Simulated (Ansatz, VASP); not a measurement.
Given: the input of a run of Ansatz 0.2.0 on ZrC.

File input.yaml:

```yaml
crystal:
  lattice:
    - [0.0, 2.365, 2.365]
    - [2.365, 0.0, 2.365]
    - [2.365, 2.365, 0.0]
  atoms:
    - { symbol: Zr, position: [0.5, 0.5, 0.5] }
    - { symbol: C, position: [0.0, 0.0, 0.0] }
hamiltonian:
  xc: pbesol
  pseudopotentials: { kind: paw }
kpoints:
  mp_grid: { grid: [10, 10, 10] }
scf:
  occupations: { method: gaussian, width: 0.1 }
output:
  forces: true
  stress: true
  eigenvalues: true
```

Potentials or basis: Ansatz PAW.

The run is started by

```bash
$ ansatz run input.yaml --threads 2 --pin off --max-ram 5632MiB --backend cpu --events-out ev --progress --plain --runs-dir out
```

Q: Translate it to VASP 6.6.1. Potentials there: VASP PAW PBE potentials, release 64 (Zr_sv_GW, C_GW).

A: As run (the cutoff follows the program's own potentials):

INCAR

```
ALGO = Normal
EDIFF = 1E-6
ENCUT = 550
GGA = PS
ISIF = 2
ISMEAR = 0
LASPH = True
LCHARG = True
LELF = True
LREAL = False
LVHAR = True
LWAVE = False
NBANDS = 15
NELM = 80
PREC = Accurate
SIGMA = 0.1
```

Contents of KPOINTS:

```
k-points
0
Gamma
  10 10 10
```

Contents of POSCAR:

```
ZrC
1.0
    0.0000000000      2.3650000000      2.3650000000
    2.3650000000      0.0000000000      2.3650000000
    2.3650000000      2.3650000000      0.0000000000
Zr C
1 1
Cartesian
    2.3650000000      2.3650000000      2.3650000000
    0.0000000000      0.0000000000      0.0000000000
```

Potentials or basis: VASP PAW PBE potentials, release 64 (Zr_sv_GW, C_GW).

Run with:

```bash
$ cat potpaw_PBE.64/Zr_sv_GW/POTCAR potpaw_PBE.64/C_GW/POTCAR > POTCAR
$ mpirun -np 1 vasp_std > vasp.out
```

Both were run:

|  | VASP | Ansatz | Ansatz less VASP |
| --- | --- | --- | --- |
| gap on the k mesh at the Fermi level (eV) | none | none | - |
| pressure (GPa) | -8.9 | -8.5 | +0.43 |

A gap of «none» marks a metal or a gap that the smearing closes. The functional is the same, so the differences come from potentials, cutoffs and numerics.

Caveats: the PAW data sets were made with another functional, which shifts forces and pressure a little (VASP); the PAW data sets come from PBE, with cores solved anew for the run's functional, which leaves a small shift of forces and pressure (Ansatz).
